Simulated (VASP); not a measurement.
# HfN (P6_3/mmc) in VASP: notebook

One crystal, HfN, is run at these levels: PBE; tasks: single point.

All numbers are computed with VASP 6.6.1; they aren't measurements. Logs are shortened: lines on timing, memory, paths and dates and some standing lists are left out, and cuts for length are marked.

### Step 1. Starting point

It takes space group P6_3/mmc (No. 194, hexagonal). The conventional cell has a = 3.134 Å, b = 3.134 Å, c = 5.417 Å, α = 90.00°, β = 90.00°, γ = 120.00°. Hf (site symmetry -6m2) has 6 N at 2.26 Å as nearest neighbours. N (site symmetry -3m) is surrounded by 6 Hf at 2.26 Å.

The cell comes from a database or a generator and needn't be the stable form of this composition.

### Step 2. Single point, PBE

Contents of INCAR:

```
  ADDGRID = F
  ALGO = Normal
  EDIFF = 1E-6
  ENCUT = 340
  GGA = PE
  ISIF = 2
  ISMEAR = 0
  LASPH = T
  LCHARG = F
  LREAL = F
  LWAVE = F
  NELM = 100
  PREC = Accurate
  SIGMA = 0.05
```

Contents of KPOINTS:

```
k-points
0
Gamma
  2 2 1
```

Contents of POSCAR:

```
HfN
1.0
    3.1339080219      0.0000000000      0.0000000000
   -1.5669540110      2.7140439601      0.0000000000
    0.0000000000      0.0000000000      5.4167677200
Hf N
2 2
Direct
    0.3333333333      0.6666666667      0.2500000000
    0.6666666667      0.3333333333      0.7500000000
    0.0000000000      0.0000000000      0.5000000000
    0.0000000000      0.0000000000      0.0000000000
```

Potentials or basis: VASP PAW PBE potentials, release 64 (Hf_pv, N).

Launch:

```bash
cat potpaw_PBE.64/Hf_pv/POTCAR potpaw_PBE.64/N/POTCAR > POTCAR
mpirun -np 1 vasp_std > vasp.out
```

OUTCAR:

```text
EDIFF = 1E-6
   ENCUT = 340
   GGA = PE
   ISIF = 2
   ISMEAR = 0
   LASPH = T
   LREAL = F
   NELM = 100
   PREC = Accurate

 Found      2 irreducible k-points:

 Following reciprocal coordinates:
            Coordinates               Weight
  0.000000  0.000000  0.000000      1.000000
  0.500000  0.000000  0.000000      3.000000
   k-points           NKPTS =      2   k-points in BZ     NKDIM =      2   number of bands    NBANDS=     19
   number of dos      NEDOS =    301   number of ions     NIONS =      4
   total plane-waves  NPLWV =  14400
   dimension x,y,z NGX =    20 NGY =   20 NGZ =   36
   dimension x,y,z NGXF=    40 NGYF=   40 NGZF=   72
   ions per type =               2   2
   NGX,Y,Z   is equivalent  to a cutoff of  10.61, 10.61, 11.05 a.u.
   NGXF,Y,Z  is equivalent  to a cutoff of  21.22, 21.22, 22.10 a.u.
 SYSTEM =  unknown system
   PREC   = accura    normal or accurate (medium, high low for compatibility)
   ISTART =      0    job   : 0-new  1-cont  2-samecut
   ICHARG =      2    charge: 1-file 2-atom 10-const
   ISPIN  =      1    spin polarized calculation?
   LNONCOLLINEAR =      F non collinear calculations
   LSORBIT =      F    spin-orbit coupling
   LASPH  =      T    aspherical Exc in radial PAW
   ENCUT  =  340.0 eV  24.99 Ry    5.00 a.u.   4.71  4.71  8.14*2*pi/ulx,y,z
   NELM   =    100;   NELMIN=  2; NELMDL= -5     # of ELM steps
   EDIFF  = 0.1E-05   stopping-criterion for ELM
   LREAL  =      F    real-space projection
   EDIFFG = 0.1E-04   stopping-criterion for IOM
   NSW    =      0    number of steps for IOM
   IBRION =     -1    ionic relax: 0-MD 1-quasi-New 2-CG
   NFREE  =      0    steps in history (QN), initial steepest desc. (CG)
   ISIF   =      2    stress and relaxation
   ISYM   =      2    0-nonsym 1-usesym 2-fastsym
   POTIM  = 0.5000    time-step for ionic-motion
   TEBEG  =    0.0;   TEEND  =   0.0 temperature during run
   PSTRESS=    0.0 pullay stress
   NELECT =      30.0000    total number of electrons
   NUPDOWN=      -1.0000    fix difference up-down
   EMIN   =  10.00;   EMAX   =-10.00  energy-range for DOS
   EFERMI =   0.00;   METHOD = LEGACY
   ISMEAR =     0;   SIGMA  =   0.05  broadening in eV -4-tet -1-fermi 0-gaus
   EFERMI_NEDOS =   21; number of points for ismear=-14 and -15
   IALGO  =     38    algorithm
   IMIX   =      4    mixing-type and parameters
     AMIX     =   0.40;   BMIX     =  1.00
     AMIX_MAG =   1.60;   BMIX_MAG =  1.00
  volume/ion in A,a.u.               =      11.52        77.73
  Fermi-wavevector in a.u.,A,eV,Ry     =   1.418951  2.681429 27.394278  2.013423
  Thomas-Fermi vector in A             =   2.540023
   LORBIT       =      0    0 simple, 1 ext, 2 COOP (PROOUT), +10 PAW based schemes
   GGA     = PE    functional components
   LHFCALC =     F    Hartree Fock is set to
   AEXX    =    0.0000 exact exchange contribution
   IVDW    =     0    specifies the selected vdW correction
   LEPSILON=     F    determine dielectric tensor
   LRPA    =     F    only Hartree local field effects (RPA)
 non-spin polarized calculation
 Gauss-broadening in eV      SIGMA  =   0.05
  energy-cutoff  :      340.00
  volume of cell :       46.07
 maximum number of plane-waves:       665
 NGX is ok and might be reduce to    20
   NGX =  9   NGY =  9   NGZ = 17

 number of electron      29.9999999 magnetization

 Free energy of the ion-electron system (eV)
  ---------------------------------------------------
  ext. energy  EPLUGINS =         0.00000000
  ---------------------------------------------------
  free energy    TOTEN  =       -42.36151118 eV

  energy without entropy =      -42.36151118  energy(sigma->0) =      -42.36151118

 E-fermi :   7.6203     XC(G=0): -12.7064

 val. band max:        7.3171551980   @ k =   0.0000   0.0000   0.0000
 cond. band min:       8.5486084227   @ k =   0.0000   0.0000   0.0000
 fundamental gap:      1.2314532247
 Fermi energy:         7.6202861745

 k-point     1 :       0.0000    0.0000    0.0000
  band No.  band energies     occupation
      1     -23.7533      2.00000
      2     -22.9910      2.00000
      3     -22.9910      2.00000
      4     -22.9305      2.00000
      5     -22.9305      2.00000
      6     -22.9068      2.00000
      7      -8.8585      2.00000
      8      -5.8541      2.00000
      9      -0.5155      2.00000
     10       3.4906      2.00000
     11       3.4906      2.00000
     12       4.7537      2.00000
     13       4.7537      2.00000
     14       6.7335      2.00000
     15       7.3172      2.00000
     16       8.5486      0.00000
     17       8.5486      0.00000
     18       9.0510      0.00000
     19       9.8289      0.00000

 k-point     2 :       0.5000    0.0000    0.0000
  band No.  band energies     occupation
      1     -23.8578      2.00000
      2     -23.6715      2.00000
      3     -23.2831      2.00000
      4     -23.2219      2.00000
      5     -23.0541      2.00000
      6     -23.0367      2.00000
      7      -6.8135      2.00000
      8      -6.7759      2.00000
      9      -0.0383      2.00000
     10       2.3411      2.00000
     11       2.4595      2.00000
     12       2.7826      2.00000
     13       5.0502      2.00000
     14       5.0979      2.00000
     15       5.9952      2.00000
     16      10.3562      0.00000
     17      10.7487      0.00000
     18      12.4931      0.00000
     19      12.5980      0.00000

------------------------ aborting loop because EDIFF is reached ----------------------------------------

  FORCE on cell =-STRESS in cart. coord.  units (eV):
  Direction    XX          YY          ZZ          XY          YZ          ZX
  --------------------------------------------------------------------------------------
  -------------------------------------------------------------------------------------
  Total       -5.6714593     -5.6714593      6.8340610      0.0000000      0.0000000      0.0000000
  in kB     -197.2250456   -197.2250456    237.6545289      0.0000000      0.0000000      0.0000000
  external PRESSURE =     -52.2651874 kB  Pullay stress =       0.0000000 kB

 VOLUME and BASIS-vectors are now :
 -----------------------------------------------------------------------------
  energy-cutoff  :      340.00
  volume of cell :       46.07
      direct lattice vectors                 reciprocal lattice vectors
     3.133908022  0.000000000  0.000000000     0.319090411  0.184226935  0.000000000
    -1.566954011  2.714043960  0.000000000     0.000000000  0.368453870  0.000000000
     0.000000000  0.000000000  5.416767720     0.000000000  0.000000000  0.184611940

 POSITION                                       TOTAL-FORCE (eV/Angst)
 -----------------------------------------------------------------------------------
     -0.00000      1.80936      1.35419         0.000000      0.000000      0.000000
      1.56695      0.90468      4.06258        -0.000000     -0.000000      0.000000
      0.00000      0.00000      2.70838         0.000000      0.000000      0.000000
      0.00000      0.00000      0.00000         0.000000      0.000000      0.000000
 -----------------------------------------------------------------------------------
    total drift:                                0.000000     -0.000000      0.000000

  FREE ENERGIE OF THE ION-ELECTRON SYSTEM (eV)
  ---------------------------------------------------
  free  energy   TOTEN  =       -42.3615111753 eV

  energy  without entropy=      -42.3615111753  energy(sigma->0) =      -42.36151118
```

It used 4.8 s of CPU time on 1 thread of Intel(R) Xeon(R) Platinum 8488C (Sapphire Rapids), with other jobs on the host, which was overloaded at the time.

The run converged, but a check on its numbers failed (symmetry, net force, bounds or a known fault of this set-up), so they aren't taken as properties of the crystal.

Caveat: the k mesh is coarse (spacing up to 1.16 Å⁻¹), so the values aren't converged; the cutoff lies under the usual one of these potentials, so the numbers hold a large basis-set error; spin-orbit coupling is left out, which moves the levels of the heavy elements.

### Step 3. Single point, PBE

INCAR, as its differences from that of step 2:

```diff
@@ -3,3 +3,3 @@
   EDIFF = 1E-6
-  ENCUT = 340
+  ENCUT = 400
   GGA = PE
```

KPOINTS is that of step 2.

POSCAR is that of step 2.

Potentials or basis: VASP PAW PBE potentials, release 64 (Hf_pv, N).

Launch:

```bash
cat potpaw_PBE.64/Hf_pv/POTCAR potpaw_PBE.64/N/POTCAR > POTCAR
mpirun -np 1 vasp_std > vasp.out
```

It used 3.7 s of CPU time on 1 thread of Intel(R) Xeon(R) Platinum 8488C (Sapphire Rapids), with other jobs on the host, which was overloaded at the time.

These settings aren't checked as converged: the numbers below hold their error.

What came out:

* Free energy: -42.4420 eV
* Band gap on the k mesh: 1.23 eV, direct

Caveat: the k mesh is coarse (spacing up to 1.16 Å⁻¹), so the values aren't converged; the cutoff is under 1.25 times the usual one of these potentials, so pressure, stress and relaxed cells hold a basis-set (Pulay) error; spin-orbit coupling is left out, which moves the levels of the heavy elements.

### Step 4. Single point, PBE

INCAR, as its differences from that of step 3:

```diff
@@ -3,3 +3,3 @@
   EDIFF = 1E-6
-  ENCUT = 400
+  ENCUT = 460
   GGA = PE
```

KPOINTS is that of step 3.

POSCAR is that of step 3.

Launch:

```bash
cat potpaw_PBE.64/Hf_pv/POTCAR potpaw_PBE.64/N/POTCAR > POTCAR
mpirun -np 1 vasp_std > vasp.out
```

It used 4.5 s of CPU time on 1 thread of Intel(R) Xeon(R) Platinum 8488C (Sapphire Rapids) (shared host), which was overloaded at the time.

These settings aren't checked as converged: the numbers below hold their error.

What came out:

```yaml
Free_energy: -42.4449 eV
Pressure: 4.8 GPa
Band_gap_on_the_k_mesh: 1.23 eV, direct
```

Caveat: the k mesh is coarse (spacing up to 1.16 Å⁻¹), so the values aren't converged; the cutoff is under 1.25 times the usual one of these potentials, so pressure, stress and relaxed cells hold a basis-set (Pulay) error; spin-orbit coupling is left out, which moves the levels of the heavy elements.

### Step 5. Single point, PBE

INCAR, as its differences from that of step 4:

```diff
@@ -3,3 +3,3 @@
   EDIFF = 1E-6
-  ENCUT = 460
+  ENCUT = 520
   GGA = PE
```

KPOINTS is that of step 4.

POSCAR is that of step 4.

Potentials or basis: VASP PAW PBE potentials, release 64 (Hf_pv, N).

Launch:

```bash
cat potpaw_PBE.64/Hf_pv/POTCAR potpaw_PBE.64/N/POTCAR > POTCAR
mpirun -np 1 vasp_std > vasp.out
```

OUTCAR:

```text
EDIFF = 1E-6
   ENCUT = 520
   GGA = PE
   ISIF = 2
   ISMEAR = 0
   LASPH = T
   LREAL = F
   NELM = 100
   PREC = Accurate

 Found      2 irreducible k-points:

 Following reciprocal coordinates:
            Coordinates               Weight
  0.000000  0.000000  0.000000      1.000000
  0.500000  0.000000  0.000000      3.000000
[... 120 lines left out ...]

  FORCE on cell =-STRESS in cart. coord.  units (eV):
  Direction    XX          YY          ZZ          XY          YZ          ZX
  --------------------------------------------------------------------------------------
  -------------------------------------------------------------------------------------
  Total       -2.7316390     -2.7316390     10.1133867      0.0000000      0.0000000      0.0000000
  in kB      -94.9927697    -94.9927697    351.6931101      0.0000000      0.0000000      0.0000000
  external PRESSURE =      53.9025236 kB  Pullay stress =       0.0000000 kB

 VOLUME and BASIS-vectors are now :
 -----------------------------------------------------------------------------
  energy-cutoff  :      520.00
  volume of cell :       46.07
      direct lattice vectors                 reciprocal lattice vectors
     3.133908022  0.000000000  0.000000000     0.319090411  0.184226935  0.000000000
    -1.566954011  2.714043960  0.000000000     0.000000000  0.368453870  0.000000000
     0.000000000  0.000000000  5.416767720     0.000000000  0.000000000  0.184611940

 POSITION                                       TOTAL-FORCE (eV/Angst)
 -----------------------------------------------------------------------------------
     -0.00000      1.80936      1.35419        -0.000000      0.000000      0.000000
      1.56695      0.90468      4.06258         0.000000      0.000000      0.000000
      0.00000      0.00000      2.70838        -0.000000      0.000000      0.000000
      0.00000      0.00000      0.00000        -0.000000      0.000000      0.000000
 -----------------------------------------------------------------------------------
    total drift:                                0.000000     -0.000000      0.000000

  FREE ENERGIE OF THE ION-ELECTRON SYSTEM (eV)
  ---------------------------------------------------
  free  energy   TOTEN  =       -42.4417906592 eV

  energy  without entropy=      -42.4417906592  energy(sigma->0) =      -42.44179066
```

stdout:

```text
POSCAR found type information on POSCAR HfN
 POSCAR found :  2 types and       4 ions
 scaLAPACK will be used
 LDA part: xc-table for (Slater+PW92), standard interpolation
 POSCAR, INCAR and KPOINTS ok, starting setup
 FFT: planning ... GRIDC
 FFT: planning ... GRID_SOFT
 FFT: planning ... GRID
 WAVECAR not read
 entering main loop
```

It used 5.1 s of CPU time on 1 thread of Intel(R) Xeon(R) Platinum 8488C (Sapphire Rapids), on a shared host, which was overloaded at the time.

The run converged, but some of its settings lie outside the range that counts as converged, so its numbers aren't taken as properties of the crystal.

What came out:

```yaml
Free_energy: -42.4418 eV
Pressure: 5.4 GPa
Band_gap_on_the_k_mesh: 1.23 eV, direct
```

Caveat: the k mesh is coarse (spacing up to 1.16 Å⁻¹), so the values aren't converged; spin-orbit coupling is left out, which moves the levels of the heavy elements.

### Step 6. Single point, PBE

INCAR, as its differences from that of step 5:

```diff
@@ -3,3 +3,3 @@
   EDIFF = 1E-6
-  ENCUT = 520
+  ENCUT = 650
   GGA = PE
```

KPOINTS is that of step 5.

POSCAR is that of step 5.

Potentials or basis: VASP PAW PBE potentials, release 64 (Hf_pv, N).

Launch:

```bash
cat potpaw_PBE.64/Hf_pv/POTCAR potpaw_PBE.64/N/POTCAR > POTCAR
mpirun -np 1 vasp_std > vasp.out
```

It used 6.8 s of CPU time on 1 thread of Intel(R) Xeon(R) Platinum 8488C (Sapphire Rapids) (shared host), which was overloaded at the time.

These settings aren't checked as converged: the numbers below hold their error.

Results:

```
Free energy            : -42.4489 eV
Pressure               : 5.3 GPa
Band gap on the k mesh : 1.23 eV, direct
```

Caveat: the k mesh is coarse (spacing up to 1.16 Å⁻¹), so the values aren't converged; spin-orbit coupling is left out, which moves the levels of the heavy elements.
